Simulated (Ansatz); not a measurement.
LaAlO3 (model structure, started from the R-3c-perovskite type, R-3c, No. 167, 10 atoms in the cell) was calculated with r²SCAN (Ansatz, a first-principles code, plane waves, PAW).

Settings: plane-wave cutoff 560 eV, 8×8×8 k mesh, Fermi–Dirac smearing 0.01 eV, scalar-relativistic PAW data made under PBE.

Cell (relaxed at this level):

AlLaO3 is modelled in the trigonal space group R-3c, hexagonal axes (No. 167), Pearson symbol hR10. Cell: a = b = 5.367 Å, c = 13.107 Å, α = β = 90.00°, γ = 120.00°. La on 6a is surrounded by 3 O at 2.526 Å and 6 O at 2.683 Å and 3 O at 2.841 Å (cuboctahedral). Al on 6b is coordinated by 6 O at 1.902 Å (octahedral). O on 18e is coordinated by 2 Al at 1.902 Å and 1 La at 2.526 Å and 2 La at 2.683 Å and 1 La at 2.841 Å (octahedral). (Neighbours: up to the widest gap in distance over summed covalent radii, below 1.35, at either atom; cation-cation and far metal-metal contacts left out.)
(The calculation used a cell of 10 atoms; values per cell refer to that cell.)

Question: Give the computed band gap and smallest direct gap on the k points sampled.

Answer: 
* **band gap**: 4.38 eV
* **smallest direct gap on the k points sampled**: 4.44 eV

Spin–orbit coupling is not included.

The computed numbers hold no vibrational or temperature effects.

A model structure was made by putting elements into a prototype or built by hand; here it ended with the formula and space group of a phase in our tables.
